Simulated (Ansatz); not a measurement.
# Cu (P6_3/mmc) in Ansatz: equation of state

How stiff is Cu in PBE, and what volume does it want? The cell is scaled to several volumes.

All numbers are computed with Ansatz 0.2.0; they aren't measurements. Logs are shortened: lines on timing, memory, paths and dates and some standing lists are left out, and cuts for length are marked.

### Step 1. The structure

It takes space group P6_3/mmc (No. 194, hexagonal). Conventional cell: a = 2.531 Å, b = 2.531 Å, c = 8.262 Å, α = 90.00°, β = 90.00°, γ = 120.00°. Cu (site symmetry -6m2) is surrounded by 12 Cu at 2.53 Å. Around Cu (site symmetry -3m) lie 12 Cu at 2.53 Å.

This isn't the form of Cu at room conditions, which is fcc.

### Step 2. Single point, PBE, 10.77 Å³/atom (volume scaled by 0.94)

File input.yaml:

```yaml
crystal:
  lattice:
    - [2.479101285, 0.0, 0.0]
    - [-1.2395506425, 2.1469646914, 0.0]
    - [0.0, 0.0, 8.0931592851]
  atoms:
    - { symbol: Cu, position: [0.6666666667, 0.3333333333, 0.75] }
    - { symbol: Cu, position: [0.0, 0.0, 0.5] }
    - { symbol: Cu, position: [0.3333333333, 0.6666666667, 0.25] }
    - { symbol: Cu, position: [0.0, 0.0, 0.0] }
hamiltonian:
  xc: pbe
  pseudopotentials: { kind: paw }
kpoints:
  mp_grid: { grid: [12, 12, 4] }
scf:
  occupations: { method: fermi_dirac, width: 0.05 }
output:
  forces: true
  stress: true
  eigenvalues: true
```

Potentials or basis: Ansatz PAW.

Command:

```bash
$ ansatz run input.yaml --threads 2 --pin off --max-ram 5120MiB --backend cpu --events-out ev --progress --plain --runs-dir out
```

Output:

```text
Warning: RAYON_NUM_THREADS=2 ignored (pool sized by the plan → 2); use --threads N
Engine: ansatz 0.2.0, aarch64-unknown-linux-gnu
Pseudopotentials: kind: paw
Pseudopotential: Cu, paw, valence charge 19, recommended cutoff 420 eV (normal), Cu.paw.azcp
Functional definition: PBE
  parameter kappa = 0.804
  parameter beta = 0.06672455060314922
  exchange = pbe_x(kappa = kappa, mu = beta*pi^2/3)
  correlation = pbe_c(beta = beta)
Crystal: 4 atoms, lattice volume = 43.076 Å³
Basis set: ecut = 420 eV, 813 PW (Γ), exchange–correlation on 36×36×120 points (8 copies of the dense FFT grid, shifted against one another)
Bands: 46, of which v1, the nominal top of the filled ones, is band 38 counted from 1 (37 counted from 0)
Symmetry: 24 space group operations
Space group: P63/mmc (ITA 194), of the structure as read, at distance tolerance 3.5e-5 Å
k-points: 57 of 576
Non-local potential: Cu, projectors of the file, l = 0: 3, l = 1: 2, l = 2: 3, l = 3: 1
PAW form: soft (Blöchl's): semilocal exchange-correlation on the pseudo side does not see the compensation charge
PAW one-centre angular grid: Cu, 590 points (default); XC on 64 Gauss nodes
Initial density: superposition of atomic densities (neutral atoms: chi_scale 0, normalization atom), corrected by the library's trained network
Initial wavefunctions: pseudopotential atomic-orbital guess
Functional: x = pbe(κ = 0.804, μ = 0.2195149727645171), c = pbe(β = 0.06672455060314922)
SCF iter   1: F=—  HF=-26500.414845 eV  |F-HF|=—  |Δ(HF+E_count)|=         —  Δρ=1.97e-3  dr2=1.50e-3  ethr=1.77e-3  ⟨swp⟩=5.6  Hψ=8488  notcnv=0  defer=68
preconditioner: auto → Kerker (q_TF=auto, 2.999 Å⁻¹)  [metal: Δε(μ)=0.068 eV  Ē_g=11.677 eV  σ=0.050 eV  W_gap=0.31  n_scr=12 (ndim 8)  ℏωp=37.5 eV  f_vac=0.000  D(μ)=1.66/eV (n_scr^D=6)]
SCF iter   2: F=—  HF=-26500.415420 eV  |F-HF|=—  |Δ(HF+E_count)|=   5.74e-4  Δρ=9.23e-4  dr2=4.29e-4  ethr=1.97e-6  ⟨swp⟩=2.1  Hψ=4613  notcnv=0  defer=85
SCF iter   3: F=—  HF=-26500.415446 eV  |F-HF|=—  |Δ(HF+E_count)|=   2.67e-5  Δρ=5.60e-4  dr2=2.06e-4  ethr=5.65e-7  ⟨swp⟩=2.4  Hψ=3794  notcnv=0  defer=85
SCF iter   4: F=—  HF=-26500.415416 eV  |F-HF|=—  |Δ(HF+E_count)|=   3.04e-5  Δρ=1.47e-4  dr2=1.30e-5  ethr=2.71e-7  ⟨swp⟩=1.6  Hψ=2649  notcnv=0  defer=85
SCF iter   5: F=—  HF=-26500.415436 eV  |F-HF|=—  |Δ(HF+E_count)|=   2.06e-5  Δρ=8.82e-5  dr2=3.07e-6  ethr=1.71e-8  ⟨swp⟩=2.0  Hψ=3694  notcnv=0  defer=85
SCF iter   6: F=—  HF=-26500.415435 eV  |F-HF|=—  |Δ(HF+E_count)|=   1.04e-6  Δρ=3.58e-5  dr2=3.21e-7  ethr=4.04e-9  ⟨swp⟩=2.0  Hψ=3853  notcnv=0  defer=85
SCF iter   7: F=-26500.415435 eV  HF=-26500.415435 eV  |F-HF|=1.16e-8  |Δ(HF+E_count)|=   3.21e-8  Δρ=8.24e-6  dr2=3.61e-8  ethr=1.32e-10  ⟨swp⟩=7.5  Hψ=11264  notcnv=0
SCF 1 converged in 7 iterations: F = -26500.415435 eV  dr2 = 3.61e-8
SCF converged after 7 iterations
Free energy (F): -26500.415435 eV
Harris-Foulkes:  -26500.415435 eV  (|F-HF|=1.16e-8)
Internal energy: -26500.402354 eV  (E = F + TS)
E sigma→0 (E₀):  -26500.408895 eV
Entropy (-TS):   -0.013081 eV (-3.270 meV/atom)
Fermi energy:    18.794071 eV
--- Per-component energies (eV) ---
  E_band       = -1298.951550
  E_kinetic    = 1205.134403
  E_local      = -15515.397425  (includes V_loc(G=0)·N_el)
  E_nonlocal   = 1555.188147
  E_hartree    = 6860.638610
  E_xc         = -361.844781
  E_vxc        = -467.224344  (∫ρ·V_xc dr)
  E_paw        = -6646.565723  (= ΣΔE_a)
  E_vpaw       = -1797.937008  (= ΣTr[D̂ρ^β])
  E_aug_tail   = 0.001286  (compensation charges beyond the density's cutoff)
  E_ewald      = -13597.556870
  E_smearing   = -0.013081  (= −TS)
  E_closure    = -0.000000  (closes the sum)
  Σ components = -26500.415435   (vs F -26500.415435, Δ=0.00e0)
--- Forces (eV/Å), atoms counted from 1 ---
  atom   1  Cu     0.00000000    -0.00000000    -0.00000000
  atom   2  Cu     0.00000000    -0.00000000    -0.00000000
  atom   3  Cu     0.00000000     0.00000000     0.00000000
  atom   4  Cu    -0.00000000     0.00000000    -0.00000000
  max |Σ_I F_I| component: 4.63e-18 eV/Å
--- Stress (GPa, compression-positive) ---
       19.491745      -0.000000       0.000000
        0.000000      19.491745       0.000000
        0.000000       0.000000      18.965282
  P = ⅓ Tr σ = 19.3163 GPa (193.163 kbar)
--- Band table (eV; the first three rows and the last of 57) ---
  k-point 0: bands = ["-93.9624", "-93.9579", "-93.9379", "-93.9333", "-51.4012", "-51.3317", "-51.3164", "-51.2705", "-51.2705", "-51.2657", "-51.2657", "-51.2463", "-51.2432", "-51.2432", "-51.2384", "-51.2384", "8.7110", "10.9623", "10.9785", "13.2118", "15.2477", "15.2488", "15.5231", "15.5231", "15.5270", "15.5270", "15.5485", "15.7478", "15.7478", "15.7718", "15.7718", "16.3272", "16.3272", "16.6153", "16.6153", "16.7979", "16.7979", "17.1312", "17.1312", "17.5241", "23.1049", "32.0778", "32.0783", "40.7531", "41.4691", "42.0075"]
  k-point 1: bands = ["-93.9619", "-93.9587", "-93.9371", "-93.9338", "-51.3954", "-51.3545", "-51.2936", "-51.2699", "-51.2699", "-51.2665", "-51.2665", "-51.2522", "-51.2424", "-51.2424", "-51.2390", "-51.2390", "8.8635", "10.0362", "11.9718", "13.1218", "15.3106", "15.3760", "15.5142", "15.5448", "15.5448", "15.5519", "15.5519", "15.7120", "15.7120", "15.7348", "15.7348", "16.3723", "16.3723", "16.5634", "16.5634", "16.8688", "16.8688", "16.9160", "17.0934", "17.0934", "24.0899", "29.0350", "35.3215", "40.8416", "41.1921", "41.9163"]
  k-point 2: bands = ["-93.9604", "-93.9604", "-93.9354", "-93.9354", "-51.3789", "-51.3789", "-51.2689", "-51.2689", "-51.2683", "-51.2683", "-51.2683", "-51.2683", "-51.2406", "-51.2406", "-51.2406", "-51.2406", "9.3137", "9.3137", "12.7533", "12.7533", "15.4227", "15.4227", "15.5859", "15.5859", "15.5859", "15.5859", "15.6736", "15.6736", "15.6736", "15.6736", "15.9324", "15.9324", "16.4682", "16.4682", "16.4682", "16.4682", "16.9929", "16.9929", "16.9929", "16.9929", "26.2962", "26.2962", "38.6597", "38.6597", "41.0933", "41.0933"]
  k-point 56: bands = ["-93.9420", "-93.9420", "-93.9220", "-93.9220", "-51.3675", "-51.3675", "-51.3515", "-51.3515", "-51.3478", "-51.3478", "-51.3215", "-51.3215", "-51.2892", "-51.2892", "-51.2837", "-51.2837", "14.3265", "14.3265", "14.4408", "14.4408", "14.4983", "14.4983", "14.6246", "14.6246", "15.2738", "15.2738", "15.3088", "15.3088", "16.1660", "16.1660", "16.5149", "16.5149", "17.0171", "17.0171", "17.1238", "17.1238", "22.3803", "22.3803", "22.7748", "22.7748", "23.2854", "23.2854", "26.4675", "26.4675", "27.8746", "27.8746"]
```

Run time: 2.5 s. Hardware: 2 threads of Arm Neoverse V2, shared host; peak memory 0.37 GiB.

What came out:

```
Free energy            : -26500.4154 eV
Pressure               : 19.3 GPa
Band gap on the k mesh : none (metal or under the smearing width)
```

### Step 3. Single point, PBE, 11.00 Å³/atom (volume scaled by 0.96)

input.yaml: that of step 2 with these lines changed.

```diff
@@ -2,5 +2,5 @@
   lattice:
-    - [2.479101285, 0.0, 0.0]
-    - [-1.2395506425, 2.1469646914, 0.0]
-    - [0.0, 0.0, 8.0931592851]
+    - [2.49656032, 0.0, 0.0]
+    - [-1.24828016, 2.1620846592, 0.0]
+    - [0.0, 0.0, 8.1501552425]
   atoms:
```

Potentials or basis: Ansatz PAW.

Command:

```bash
$ ansatz run input.yaml --threads 2 --pin off --max-ram 5120MiB --backend cpu --events-out ev --progress --plain --runs-dir out
```

Run time: 2.5 s. Hardware: 2 threads of Arm Neoverse V2, shared host; peak memory 0.37 GiB.

It converged, with:

```
Free energy            : -26500.5124 eV
Pressure               : 14.7 GPa
Band gap on the k mesh : none (metal or under the smearing width)
```

### Step 4. Single point, PBE, 11.23 Å³/atom (volume scaled by 0.98)

input.yaml: that of step 3 with these lines changed.

```diff
@@ -2,5 +2,5 @@
   lattice:
-    - [2.49656032, 0.0, 0.0]
-    - [-1.24828016, 2.1620846592, 0.0]
-    - [0.0, 0.0, 8.1501552425]
+    - [2.5137785214, 0.0, 0.0]
+    - [-1.2568892608, 2.1769960591, 0.0]
+    - [0.0, 0.0, 8.2063649859]
   atoms:
```

Command:

```bash
$ ansatz run input.yaml --threads 2 --pin off --max-ram 5120MiB --backend cpu --events-out ev --progress --plain --runs-dir out
```

It took 2.5 s on 2 threads of Arm Neoverse V2, shared host; peak memory 0.37 GiB.

The run converged. Its results:

| Quantity | Value |
| --- | --- |
| Free energy | -26500.5843 eV |
| Pressure | 10.5 GPa |
| Band gap on the k mesh | none (metal or under the smearing width) |

### Step 5. Single point, PBE, 11.46 Å³/atom

input.yaml: that of step 4 with these lines changed.

```diff
@@ -2,5 +2,5 @@
   lattice:
-    - [2.5137785214, 0.0, 0.0]
-    - [-1.2568892608, 2.1769960591, 0.0]
-    - [0.0, 0.0, 8.2063649859]
+    - [2.5307640267, 0.0, 0.0]
+    - [-1.2653820134, 2.1917059381, 0.0]
+    - [0.0, 0.0, 8.26181508]
   atoms:
@@ -21 +21,5 @@
   eigenvalues: true
+  write_density: true
+  write_potential: true
+  elf: true
+  volumetric_format: npy
```

Command:

```bash
$ ansatz run input.yaml --threads 2 --pin off --max-ram 5120MiB --backend cpu --events-out ev --progress --plain --runs-dir out
```

Run time: 3.5 s. Hardware: 2 threads of Arm Neoverse V2, shared host; peak memory 0.38 GiB.

It converged, with:

```yaml
Free_energy: -26500.6338 eV
Pressure: 6.9 GPa
Band_gap_on_the_k_mesh: none (metal or under the smearing width)
```

### Step 6. Single point, PBE, 11.69 Å³/atom (volume scaled by 1.02)

input.yaml: that of step 5 with these lines changed.

```diff
@@ -2,5 +2,5 @@
   lattice:
-    - [2.5307640267, 0.0, 0.0]
-    - [-1.2653820134, 2.1917059381, 0.0]
-    - [0.0, 0.0, 8.26181508]
+    - [2.5475245418, 0.0, 0.0]
+    - [-1.273762271, 2.20622097, 0.0]
+    - [0.0, 0.0, 8.3165306817]
   atoms:
```

Potentials or basis: Ansatz PAW.

Command:

```bash
$ ansatz run input.yaml --threads 2 --pin off --max-ram 5120MiB --backend cpu --events-out ev --progress --plain --runs-dir out
```

It took 4 s on 2 threads of Arm Neoverse V2, shared host; peak memory 0.38 GiB.

Results (log left out):

- Free energy: -26500.6634 eV
- Pressure: 3.6 GPa
- Band gap on the k mesh: none (metal or under the smearing width)

### Step 7. Single point, PBE, 11.91 Å³/atom (volume scaled by 1.04)

input.yaml: that of step 6 with these lines changed.

```diff
@@ -2,5 +2,5 @@
   lattice:
-    - [2.5475245418, 0.0, 0.0]
-    - [-1.273762271, 2.20622097, 0.0]
-    - [0.0, 0.0, 8.3165306817]
+    - [2.5640673725, 0.0, 0.0]
+    - [-1.2820336863, 2.2205474816, 0.0]
+    - [0.0, 0.0, 8.3705356409]
   atoms:
@@ -21,5 +21 @@
   eigenvalues: true
-  write_density: true
-  write_potential: true
-  elf: true
-  volumetric_format: npy
```

Command:

```bash
$ ansatz run input.yaml --threads 2 --pin off --max-ram 5120MiB --backend cpu --events-out ev --progress --plain --runs-dir out
```

Wall time 2.9 s (2 threads of Arm Neoverse V2, shared host); peak memory 0.37 GiB.

It converged, with:

- Free energy: -26500.6753 eV
- Pressure: 0.6 GPa
- Band gap on the k mesh: none (metal or under the smearing width)

### Step 8. Single point, PBE, 12.14 Å³/atom (volume scaled by 1.06)

input.yaml: that of step 7 with these lines changed.

```diff
@@ -2,5 +2,5 @@
   lattice:
-    - [2.5640673725, 0.0, 0.0]
-    - [-1.2820336863, 2.2205474816, 0.0]
-    - [0.0, 0.0, 8.3705356409]
+    - [2.5803994521, 0.0, 0.0]
+    - [-1.2901997261, 2.2346914775, 0.0]
+    - [0.0, 0.0, 8.423852592]
   atoms:
```

Command:

```bash
$ ansatz run input.yaml --threads 2 --pin off --max-ram 5120MiB --backend cpu --events-out ev --progress --plain --runs-dir out
```

Run time: 2.8 s. Hardware: 2 threads of Arm Neoverse V2, shared host; peak memory 0.37 GiB.

Results (log left out):

```
Free energy            : -26500.6715 eV
Pressure               : -2.0 GPa
Band gap on the k mesh : none (metal or under the smearing width)
```

### Step 9. Equation of state, PBE

Potentials or basis: Ansatz PAW.

No new run: the results of the series are fitted here.

What came out:

```
Equilibrium volume                        : 11.97 Å³/atom
Bulk modulus at fixed shape and positions : 140 GPa
Pressure derivative of the bulk modulus   : 5.0
```

Energy against volume, from the lowest point:
| volume (Å³/atom) | energy (meV/atom) |
| --- | --- |
| 10.769 | 64.97 |
| 10.998 | 40.73 |
| 11.227 | 22.76 |
| 11.456 | 10.38 |
| 11.686 | 2.97 |
| 11.915 | 0.00 |
| 12.144 | 0.96 |

Caveat: the cell was scaled at fixed shape and fractional positions, which overstates the stiffness of a crystal with free parameters, most of all of layers and chains.
